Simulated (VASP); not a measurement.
## Si: relaxation of cell and atoms with PBE

Si:

```
Si
1.0
     1.44356   -2.32682    0.00000
     1.44356    2.32682    0.00000
     0.00000    0.00000    2.36462
Si
1
Cartesian
  0.0000 0.0000 0.0000
```

The cell was built by a generator and needn't be a form met in nature.

- Program: VASP 6.6.1
- Task: relaxation of cell and atoms
- Functional: PBE
- Potentials or basis: VASP PAW PBE potentials, release 64 (Si)
- Cutoff: 600 eV
- k mesh: 8 × 8 × 8
- Occupations: gaussian, width 0.1 eV
- Spin: no spin polarisation
- Dipole correction: no
- Further INCAR settings: ALGO = Fast; EDIFF = 1e-06; IBRION = 2; EDIFFG = -0.04; NSW = 90; ISIF = 3

The relaxed volume is 15.17 Å³/atom, the relaxed cell is a = 2.671 Å, b = 2.671 Å, c = 2.456 Å, α = 90.00°, β = 90.00°, γ = 120.05° and the space group after relaxing (to 0.05 Å) is P6/mmm (No. 191). The energy gained by relaxing is 66.5 meV/atom and the ionic steps are 13. The pressure after relaxing is 0.0 GPa and the band gap on the k mesh is none (metal or under the smearing width).

Stress tensor (GPa, compression positive):
```
 0.21  0.00  0.00
 0.00  0.01  0.00
 0.00  0.00 -0.25
```

Step by step:
```tsv
step	energy change (eV)	largest force (eV/Å)	pressure (GPa)	volume (Å³)
1	0.0000	0.0000	-2.14	15.89
2	-0.0415	0.0000	-1.08	15.38
3	-0.0422	0.0000	0.86	14.89
4	-0.0454	0.0000	0.16	15.05
5	-0.0469	0.0000	-0.54	15.22
6	-0.0516	0.0000	1.86	14.83
7	-0.0580	0.0000	0.25	15.02
8	-0.0580	0.0000	0.17	15.03
9	-0.0655	0.0000	0.62	15.05
10	-0.0656	0.0000	0.66	15.05
11	-0.0665	0.0000	-0.15	15.19
12	-0.0665	0.0000	-0.28	15.21
13	-0.0665	0.0000	-0.01	15.17
```

Final structure:
```xyz
1
Lattice="1.3344 -2.3134 0.0000 1.3344 2.3134 0.0000 0.0000 0.0000 2.4564" Properties=species:S:1:pos:R:3 pbc="T T T"
Si    1.3344   -2.3134    0.0000
```

Levels at points of the mesh, in eV from the Fermi level:
```csv
k point,band 1,band 2,band 3,band 4,band 5,band 6
"(0.00, 0.00, 0.00)",-13.72,7.79,8.59,9.71,9.73,12.06
"(0.50, 0.00, 0.00)",-7.60,-6.50,4.84,6.42,13.11,15.69
"(0.50, 0.50, 0.00)",-7.61,-6.50,4.87,6.44,13.10,15.69
"(0.00, 0.00, 0.50)",-8.69,-6.86,13.40,13.42,14.96,16.03
"(0.50, 0.00, 0.50)",-2.51,-2.11,-1.72,1.72,8.61,12.14
"(0.50, 0.50, 0.50)",-2.51,-2.12,-1.74,1.72,8.63,12.16
```

Run time: 28 s on 1 thread of Intel(R) Xeon(R) Platinum 8488C (Sapphire Rapids) (shared host), peak memory 0.14 GiB.
